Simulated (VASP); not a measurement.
**BN: optical spectrum**

What does the band structure of BN give for its optical response? The cell is of the wurtzite type, one of the forms listed for this formula. The start is a cell from a database of measured crystal structures.

Method: PBE; plane waves and PAW (N, B), in the first sound run; inputs show where later runs differ, in VASP 6.6.1.

The database entry behind the starting cell has ideal inner coordinates that were not refined, so it need not match the best structure at ambient conditions.

## Step 1: Set-up

It takes space group P6_3mc (No. 186, hexagonal). The conventional cell has a = 2.536 Å, b = 2.536 Å, c = 4.199 Å, α = 90.00°, β = 90.00°, γ = 120.00°. Nearest to N lie 4 B at 1.56 to 1.57 Å. Nearest to B lie 4 N at 1.56 to 1.57 Å. Farther neighbours and most contacts between anions are not listed.

## Step 2: Ground state

The ground state comes first.

INCAR

```
SYSTEM = BN
PREC = Accurate
ENCUT = 520
EDIFF = 1E-07
NELM = 100
ISMEAR = 0
SIGMA = 0.05
LREAL = .FALSE.
ALGO = Normal
GGA = PE
NBANDS = 14
LORBIT = 11
LWAVE = .FALSE.
LCHARG = .FALSE.
KPAR = 4
```

POSCAR

```
BN
1.0
    2.5360000000      0.0000000000      0.0000000000
   -1.2680000000      2.1962404240      0.0000000000
    0.0000000000      0.0000000000      4.1990000000
N B
2 2
Direct
    0.3333333333      0.6666666667      0.8750000000
    0.6666666667      0.3333333333      0.3750000000
    0.3333333333      0.6666666667      0.5000000000
    0.6666666667      0.3333333333      0.0000000000
```

KPOINTS

```
Automatic mesh
0
Gamma
10 10 5
0 0 0
```

Potentials, in the order of the species: N and B (PBE family, release 64).

Run with:

```
$ mpirun -np 4 vasp_std
```

The program printed:

```text
[banner, memory and clock lines left out]
running    4 mpi-ranks, on    1 nodes
 distrk:  each k-point on    1 cores,    4 groups
 distr:  one band on    1 cores,    1 groups

 POSCAR found type information on POSCAR N B
 POSCAR found :  2 types and       4 ions
 LDA part: xc-table for (Slater+PW92), standard interpolation
 POSCAR, INCAR and KPOINTS ok, starting setup
 FFT: planning ... GRIDC
 FFT: planning ... GRID_SOFT
 FFT: planning ... GRID
 WAVECAR not read
 entering main loop
       N       E                     dE             d eps       ncg     rms          rms(c)
DAV:   1     0.400935038142E+02    0.40094E+02   -0.85565E+03  1176   0.112E+03
DAV:   2    -0.343948749575E+02   -0.74488E+02   -0.69984E+02  1594   0.247E+02
DAV:   3    -0.367865499000E+02   -0.23917E+01   -0.23833E+01  1638   0.424E+01
DAV:   4    -0.367963165644E+02   -0.97667E-02   -0.97660E-02  1242   0.291E+00
DAV:   5    -0.367963857607E+02   -0.69196E-04   -0.69195E-04  1602   0.223E-01    0.958E+00
DAV:   6    -0.349959758677E+02    0.18004E+01   -0.35755E+00  1482   0.156E+01    0.459E+00
DAV:   7    -0.348489984642E+02    0.14698E+00   -0.28327E-01  1380   0.462E+00    0.276E+00
DAV:   8    -0.348197355615E+02    0.29263E-01   -0.63984E-02  1308   0.219E+00    0.244E-01
DAV:   9    -0.348186868400E+02    0.10487E-02   -0.22622E-03  1560   0.507E-01    0.132E-01
DAV:  10    -0.348189397985E+02   -0.25296E-03   -0.40776E-04  1374   0.178E-01    0.261E-02
DAV:  11    -0.348189456334E+02   -0.58349E-05   -0.50948E-05  1530   0.626E-02    0.142E-02
DAV:  12    -0.348189467584E+02   -0.11249E-05   -0.71609E-06  1470   0.261E-02    0.203E-03
DAV:  13    -0.348189468784E+02   -0.12010E-06   -0.19945E-07  1252   0.491E-03    0.873E-04
DAV:  14    -0.348189468904E+02   -0.11910E-07   -0.12387E-08   744   0.134E-03
   1 F= -.34818947E+02 E0= -.34818947E+02  d E =-.306911E-17
```

Elapsed: 4.2 s, on 4 MPI ranks of Intel Xeon Platinum 8488C (Sapphire Rapids), shared host; peak memory 0.51 GiB; 15 s of CPU time.

The logs omit lines about the potential files and the build; timing stands in the text.

Parts of OUTCAR (step 2):

```text
ion  position               nearest neighbor table
   1  0.333  0.667  0.875-   4 1.56   4 1.56   4 1.56   3 1.57
   2  0.667  0.333  0.375-   3 1.56   3 1.56   3 1.56   4 1.57
   3  0.333  0.667  0.500-   2 1.56   2 1.56   2 1.56   1 1.57
   4  0.667  0.333  0.000-   1 1.56   1 1.56   1 1.56   2 1.57

  LATTYP: Found a hexagonal cell.
 ALAT       =     2.5360000000
 C/A-ratio  =     1.6557570978

 Subroutine GETGRP returns: Found 12 space group operations
 (whereof  6 operations were pure point group operations)

The static configuration has the point symmetry C_3v.
 The point group associated with its full space group is C_6v.

 Found     42 irreducible k-points:

   k-points           NKPTS =     42   k-points in BZ     NKDIM =     42   number of bands    NBANDS=     14

   dimension x,y,z NGX =    20 NGY =   20 NGZ =   32
   dimension x,y,z NGXF=    40 NGYF=   40 NGZF=   64

   ENCUT  =  520.0 eV  38.22 Ry    6.18 a.u.   4.72  4.72  7.81*2*pi/ulx,y,z

   NELECT =      16.0000    total number of electrons

 k-points in reciprocal lattice and weights: Automatic mesh
   0.00000000  0.00000000  0.00000000       0.002
   0.10000000  0.00000000  0.00000000       0.012
   0.20000000  0.00000000  0.00000000       0.012
   0.30000000  0.00000000  0.00000000       0.012
   0.40000000  0.00000000  0.00000000       0.012
   0.50000000  0.00000000  0.00000000       0.006
   0.10000000  0.10000000  0.00000000       0.012
   0.20000000  0.10000000  0.00000000       0.024
   0.30000000  0.10000000  0.00000000       0.024
[...]
0.40000000  0.20000000  0.40000000       0.024
   0.30000000  0.30000000  0.40000000       0.024

 average (electrostatic) potential at core
       1 -60.2689       2 -60.2689       3 -24.3387       4 -24.3387

 E-fermi :   7.9601

 k-point     1 :       0.0000    0.0000    0.0000
  band No.  band energies     occupation
    ...
      4       5.5466      2.00000
      5       5.5466      2.00000
      6       7.4309      2.00000
      7       7.6806      2.00000
      8       7.6806      2.00000
      9      16.1215      0.00000
     10      16.1215      0.00000
     11      16.3032      0.00000
     12      17.3703      0.00000
     13      18.6476      0.00000
    ...

 k-point     2 :       0.1000    0.0000    0.0000
  band No.  band energies     occupation
    ...
      4       4.5694      2.00000
      5       5.1460      2.00000
      6       6.8711      2.00000
      7       7.2142      2.00000
      8       7.4509      2.00000
      9      15.7988      0.00000
     10      16.5563      0.00000
     11      16.6390      0.00000
     12      18.0509      0.00000
     13      19.2468      0.00000
    ...

 k-point     3 :       0.2000    0.0000    0.0000
  band No.  band energies     occupation
    ...
      4       2.3829      2.00000
      5       4.2833      2.00000
      6       4.9881      2.00000
      7       6.5619      2.00000
      8       6.8597      2.00000
      9      15.2975      0.00000
     10      17.0685      0.00000
     11      17.4763      0.00000
     12      18.7690      0.00000
     13      19.9667      0.00000
    ...

  Total        1.2695247      1.2695247      1.0845424      0.0000000      0.0000000     -0.0000000
  in kB       86.9714525     86.9714525     74.2988508      0.0000000      0.0000000     -0.0000000
  external PRESSURE =      82.7472519 kB  Pullay stress =       0.0000000 kB

  energy-cutoff  :      520.00
  volume of cell :       23.39
      direct lattice vectors                 reciprocal lattice vectors
     2.536000000  0.000000000  0.000000000     0.394321767  0.227661778  0.000000000
    -1.268000000  2.196240424  0.000000000     0.000000000  0.455323556  0.000000000
     0.000000000  0.000000000  4.199000000     0.000000000  0.000000000  0.238151941

 POSITION                                       TOTAL-FORCE (eV/Angst)
 -----------------------------------------------------------------------------------
     -0.00000      1.46416      3.67413        -0.000000      0.000000     -0.059056
      1.26800      0.73208      1.57462         0.000000     -0.000000     -0.059056
     -0.00000      1.46416      2.09950         0.000000      0.000000      0.059056
      1.26800      0.73208      0.00000         0.000000     -0.000000      0.059056
 -----------------------------------------------------------------------------------
    total drift:                               -0.000000      0.000000     -0.000061

  FREE ENERGIE OF THE ION-ELECTRON SYSTEM (eV)
  ---------------------------------------------------
  free  energy   TOTEN  =       -34.8189468904 eV

  energy  without entropy=      -34.8189468904  energy(sigma->0) =      -34.81894689

 total charge
# of ion       s       p       d       tot
------------------------------------------
    1        1.216   2.773   0.000   3.990
    2        1.216   2.773   0.000   3.990
    3        0.681   1.373   0.000   2.053
    4        0.681   1.373   0.000   2.053
--------------------------------------------------
tot          3.794   8.291   0.000  12.086

[... 3 further parts left out ...]
```

The gap is read on the k-mesh alone, so it is an upper bound where the band edges lie off the mesh.

A gap read on the k-mesh alone can miss the band edges.

Numbers from this step:

| Item | Value |
| --- | --- |
| free energy (TOTEN) | -34.82 eV |
| Fermi energy | 7.960 eV |
| pressure | 8.275 GPa |
| gap on the k-mesh | 5.397 eV |
| least direct gap on the k-mesh | 8.348 eV |

The cell has a gap of 5.40 eV on this mesh and a pressure of +8.3 GPa, which holds the misfit of the given cell and coordinates with this functional, and any error of cutoff, mesh and data sets. Forces of up to 0.059 eV/Å remain in these settings.

## Step 3: Spectrum

LOPTICS sums the direct transitions; the mesh is finer and NBANDS larger than for the ground state.

INCAR, as its differences from that of step 2:

```diff
@@ -10,4 +10,3 @@
 GGA = PE
-NBANDS = 14
-LORBIT = 11
+NBANDS = 20
 LWAVE = .FALSE.
@@ -15 +14,4 @@
 KPAR = 4
+LOPTICS = .TRUE.
+NEDOS = 2000
+CSHIFT = 0.15
```

POSCAR is that of step 2.

KPOINTS

```
Automatic mesh
0
Gamma
14 14 8
0 0 0
```

Run with:

```
$ mpirun -np 4 vasp_std
```

The program printed:

```text
[... set-up lines as in an earlier step ...]
 entering main loop
       N       E                     dE             d eps       ncg     rms          rms(c)
DAV:   1     0.383692373032E+02    0.38369E+02   -0.79335E+03  4816   0.780E+02
DAV:   2    -0.346910175740E+02   -0.73060E+02   -0.68921E+02  6148   0.207E+02
DAV:   3    -0.367918079360E+02   -0.21008E+01   -0.20837E+01  5812   0.299E+01
DAV:   4    -0.367963892669E+02   -0.45813E-02   -0.45808E-02  5236   0.150E+00
DAV:   5    -0.367963947891E+02   -0.55222E-05   -0.55223E-05  5636   0.531E-02    0.958E+00
DAV:   6    -0.349922911337E+02    0.18041E+01   -0.14720E+00  5364   0.109E+01    0.457E+00
DAV:   7    -0.348473956990E+02    0.14490E+00   -0.30234E-01  5400   0.387E+00    0.277E+00
DAV:   8    -0.348195561634E+02    0.27840E-01   -0.45287E-02  5432   0.154E+00    0.256E-01
DAV:   9    -0.348187040384E+02    0.85212E-03   -0.12886E-03  5224   0.409E-01    0.144E-01
DAV:  10    -0.348189693760E+02   -0.26534E-03   -0.36128E-04  5052   0.137E-01    0.218E-02
DAV:  11    -0.348189786616E+02   -0.92856E-05   -0.16276E-05  5696   0.389E-02    0.169E-02
DAV:  12    -0.348189790569E+02   -0.39525E-06   -0.38530E-06  5116   0.182E-02    0.146E-03
DAV:  13    -0.348189791062E+02   -0.49311E-07   -0.18466E-07  5360   0.333E-03
   1 F= -.34818979E+02 E0= -.34818979E+02  d E =-.161303E-11
 optical routines
 imaginary and real dielectric function
 recalculating local potential from charge density
 direction            1
 direction            2
 direction            3
```

Run time: 10 s. Hardware: 4 MPI ranks; peak memory 0.81 GiB; 39 s of CPU time.

Parts of OUTCAR (step 3):

```text
 Found    120 irreducible k-points:

   k-points           NKPTS =    120   k-points in BZ     NKDIM =    120   number of bands    NBANDS=     20

   NELECT =      16.0000    total number of electrons

 E-fermi :   7.8863

 k-point     1 :       0.0000    0.0000    0.0000
  band No.  band energies     occupation
    ...
      4       5.5466      2.00000
      5       5.5466      2.00000
      6       7.4308      2.00000
      7       7.6806      2.00000
      8       7.6806      2.00000
      9      16.1215      0.00000
     10      16.1215      0.00000
     11      16.3032      0.00000
     12      17.3703      0.00000
     13      18.6475      0.00000
    ...

 k-point     2 :       0.0714    0.0000    0.0000
  band No.  band energies     occupation
    ...
      4       5.0258      2.00000
      5       5.3322      2.00000
      6       7.2483      2.00000
      7       7.3234      2.00000
      8       7.5621      2.00000
      9      15.9225      0.00000
     10      16.3522      0.00000
     11      16.5156      0.00000
     12      17.7320      0.00000
     13      19.0281      0.00000
    ...

  Total        1.2696420      1.2696420      1.0847847      0.0000000      0.0000000      0.0000000
  in kB       86.9794876     86.9794876     74.3154530      0.0000000      0.0000000      0.0000000
  external PRESSURE =      82.7581427 kB  Pullay stress =       0.0000000 kB

 POSITION                                       TOTAL-FORCE (eV/Angst)
 -----------------------------------------------------------------------------------
     -0.00000      1.46416      3.67413         0.000000     -0.000000     -0.059059
      1.26800      0.73208      1.57462        -0.000000      0.000000     -0.059059
     -0.00000      1.46416      2.09950         0.000000      0.000000      0.059059
      1.26800      0.73208      0.00000         0.000000     -0.000000      0.059059
 -----------------------------------------------------------------------------------
    total drift:                               -0.000000      0.000000     -0.000094

  FREE ENERGIE OF THE ION-ELECTRON SYSTEM (eV)
  ---------------------------------------------------
  free  energy   TOTEN  =       -34.8189791062 eV

  energy  without entropy=      -34.8189791062  energy(sigma->0) =      -34.81897911

 plasma frequency squared (from intraband transitions) (eV^2)
  --------------------------------------------------------------------------------------
       0.000       0.000       0.000
       0.000       0.000       0.000
       0.000       0.000       0.000

[... 7 parts as in an earlier step ...]

[... 6 further parts left out ...]
```

These are independent-particle spectra without excitons or local fields, and fine structure depends on the mesh and on CSHIFT.

This step gave:

| Property | Result |
| --- | --- |
| Fermi energy | 7.886 eV |
| pressure | 8.276 GPa |
| gap on the k-mesh | 5.306 eV |
| least direct gap on the k-mesh | 8.360 eV |

Absorption under the direct gap is the tail of the CSHIFT broadening, and fine structure depends on the mesh. Imaginary dielectric function against photon energy; read off at these points:

```tsv
photon energy (eV)	xx	zz
0.00	0	0
0.50	0.00343	0.00386
1.00	0.00686	0.00785
1.50	0.0106	0.0119
2.00	0.0144	0.0164
2.50	0.0186	0.0213
3.00	0.0234	0.0269
3.50	0.0287	0.0332
4.00	0.0349	0.0406
4.50	0.0423	0.0497
5.00	0.0513	0.0609
5.50	0.0624	0.0754
6.00	0.0769	0.0947
6.50	0.0962	0.122
7.00	0.123	0.163
7.50	0.165	0.232
8.00	0.237	0.378
8.50	0.462	1.05
9.00	1.06	2.94
9.50	2.27	5.51
10.00	4.70	8.90
10.50	12.1	14.1
10.64	13.5	13.2
11.00	12.2	13.3
11.32	14.9	11.2
11.50	13.5	9.49
12.00	10.5	7.71
12.50	10.1	8.56
13.00	7.69	8.28
13.39	7.55	9.61
13.50	7.54	9.33
14.00	7.22	7.87
14.50	7.20	5.94
15.00	5.84	4.76
15.50	4.52	5.10
16.00	3.74	3.29
16.50	3.84	3.25
17.00	2.65	2.56
17.50	2.69	2.16
18.00	2.24	1.89
18.50	1.93	1.42
19.00	1.80	1.48
19.50	1.66	1.55
20.00	1.40	1.73
20.50	1.32	1.54
21.00	1.28	1.36
21.50	1.07	1.22
22.00	1.11	1.60
22.50	1.17	1.09
23.00	0.985	1.02
23.50	0.996	0.947
24.00	1.07	0.790
24.50	0.871	0.790
```

Real dielectric function against photon energy:

```tsv
photon energy (eV)	xx	zz
0.0	4.56	4.73
0.5	4.57	4.74
1.0	4.58	4.76
1.5	4.61	4.79
2.0	4.65	4.84
2.5	4.71	4.90
3.0	4.78	4.98
3.5	4.86	5.08
4.0	4.97	5.20
4.5	5.10	5.35
5.0	5.25	5.54
5.5	5.44	5.76
6.0	5.67	6.04
6.5	5.96	6.40
7.0	6.32	6.87
7.5	6.79	7.51
8.0	7.45	8.48
8.5	8.42	10.2
9.0	9.66	11.4
9.5	11.3	12.6
10.0	13.3	11.0
10.5	13.0	7.35
11.0	7.35	3.56
11.5	3.01	0.511
12.0	0.576	0.932
12.5	-1.19	-0.357
13.0	-0.756	1.39
13.5	-0.412	-1.20
14.0	-1.20	-2.16
14.5	-1.96	-2.85
15.0	-3.35	-2.80
15.5	-2.86	-2.52
16.0	-2.73	-2.93
16.5	-2.41	-2.47
17.0	-2.46	-2.72
17.5	-1.97	-2.16
18.0	-2.03	-1.88
18.5	-1.70	-1.45
19.0	-1.57	-1.02
19.5	-1.61	-1.07
20.0	-1.21	-0.779
20.5	-1.23	-1.04
21.0	-1.06	-0.912
21.5	-0.935	-0.634
22.0	-0.713	-0.876
22.5	-0.794	-1.03
23.0	-0.673	-0.554
23.5	-0.647	-0.733
24.0	-0.584	-0.630
24.5	-0.594	-0.402
```

[end of part 1 of 3]

[Lines on the potential files, build, host, timing and source positions are cut from VASP's logs without a mark.]

[Logs are printed without paths, hosts, clocks, repeated set-up lines and the standing remarks that a program may print on its own settings, such as how far it seeks lower states.]

[Hosts, paths, dates, database ids (printed as entryN), source tags and the programs' standing remarks are cut or masked in the printed files.]
